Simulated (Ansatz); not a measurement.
The system is ZrS.

```
Zr S
1.0
     0.00000    2.62500    2.62500
     2.62500    0.00000    2.62500
     2.62500    2.62500    0.00000
Zr S
1 1
Direct
  0.00000 0.00000 0.00000
  0.50000 0.50000 0.50000
```

Base run:

```yaml
Program: Ansatz 0.2.0
Functional: PBEsol
Potentials_or_basis: Ansatz PAW
Cutoff: "420 eV (not typed: the program's choice for these potentials)"
k_mesh: 9 × 9 × 9
Occupations: fermi-dirac, width 0.05 eV
Spin: no spin polarisation
```

Its results: band gap on the k mesh none (metal or under the smearing width); pressure -6.5 GPa.

Problem. The run is repeated on the same cell with these changes: hubbard terms from none to Zr d U = 4 eV; hubbard projectors from none to ortho-atomic (the default). What comes out?

Solution. Band gap on the k mesh none (metal or under the smearing width); pressure -1.9 GPa.

Caveats: the PAW data sets come from PBE, with cores solved anew for the run's functional, which leaves a small shift of forces and pressure; U without spin polarisation on a metal has little footing (some runs).
